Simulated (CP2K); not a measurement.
A run of CP2K 2026.2:

zrn_scf.inp

```
&GLOBAL
  PROJECT zrn_scf
  RUN_TYPE ENERGY_FORCE
  PRINT_LEVEL LOW
&END GLOBAL
&FORCE_EVAL
  METHOD QS
  STRESS_TENSOR ANALYTICAL
  &DFT
    BASIS_SET_FILE_NAME BASIS_MOLOPT_UZH
    POTENTIAL_FILE_NAME POTENTIAL_UZH
    &MGRID
      CUTOFF 450
      REL_CUTOFF 60
      NGRIDS 5
    &END MGRID
    &QS
      METHOD GPW
      EPS_DEFAULT 1.0E-9
    &END QS
    &KPOINTS
      SCHEME MONKHORST-PACK 10 10 10
      GAMMA_CENTERED T
      SYMMETRY T
      SYMMETRY_BACKEND SPGLIB
    &END KPOINTS
    &SCF
      SCF_GUESS ATOMIC
      EPS_SCF 1.0E-6
      MAX_SCF 100
      ADDED_MOS 13
      CHOLESKY OFF
      EPS_EIGVAL 1.0E-7
      &DIAGONALIZATION ON
        ALGORITHM STANDARD
      &END DIAGONALIZATION
      &MIXING ON
        METHOD BROYDEN_MIXING
        ALPHA 0.4
        BETA 1.5
        NBUFFER 8
      &END MIXING
      &SMEAR ON
        METHOD FERMI_DIRAC
        ELECTRONIC_TEMPERATURE [K] 580.226
      &END SMEAR
    &END SCF
    &XC
      &XC_FUNCTIONAL
        &GGA_X_PBE
        &END GGA_X_PBE
        &GGA_C_PBE
        &END GGA_C_PBE
      &END XC_FUNCTIONAL
    &END XC
    &PRINT
      &KPOINTS ON
      &END KPOINTS
      &MULLIKEN ON
      &END MULLIKEN
      &MO ON
        ENERGIES T
        OCCUPATION_NUMBERS T
        &EACH
          QS_SCF 0
        &END EACH
        ADD_LAST NUMERIC
      &END MO
      &LOWDIN ON
      &END LOWDIN
      &HIRSHFELD ON
        SHAPE_FUNCTION DENSITY
      &END HIRSHFELD
      &E_DENSITY_CUBE ON
        STRIDE 1
      &END E_DENSITY_CUBE
      &V_HARTREE_CUBE ON
        STRIDE 1
      &END V_HARTREE_CUBE
      &ELF_CUBE ON
        STRIDE 1
      &END ELF_CUBE
    &END PRINT
  &END DFT
  &SUBSYS
    &CELL
      A 3.2526911935 0.0000000000 0.0000000000
      B 1.6263455967 2.8169132042 0.0000000000
      C 1.6263455967 0.9389710681 2.6026950134
      PERIODIC XYZ
    &END CELL
    &COORD
      SCALED
      Zr  0.5000000000 0.5000000000 0.5000000000
      N   0.0000000000 0.0000000000 0.0000000000
    &END COORD
    &KIND Zr
      BASIS_SET TZVP-MOLOPT-PBE-GTH-q12
      POTENTIAL GTH-PBE-q12
    &END KIND
    &KIND N
      BASIS_SET TZVP-MOLOPT-PBE-GTH-q5
      POTENTIAL GTH-PBE-q5
    &END KIND
    &PRINT
      &ATOMIC_COORDINATES ON
      &END ATOMIC_COORDINATES
      &CELL ON
      &END CELL
    &END PRINT
  &END SUBSYS
  &PRINT
    &FORCES ON
    &END FORCES
    &STRESS_TENSOR ON
    &END STRESS_TENSOR
  &END PRINT
&END FORCE_EVAL
```

Potentials or basis: POTENTIAL_UZH Zr GTH-PBE-q12, N GTH-PBE-q5; TZVP-MOLOPT-PBE-GTH basis.

The run is started by

```sh
$ OMP_NUM_THREADS=1 cp2k.psmp -i zrn_scf.inp -o zrn_scf.out
```

Hardware: 1 thread of Arm Neoverse V1, on a shared host.

Problem. Estimate the wall time of this run.

Solution. It took 2.4 min on 1 thread of Arm Neoverse V1 (shared host), peak memory 0.36 GiB. Counts: scf iterations 13, k points 116, basis 52, bands 22, force evaluations 1.
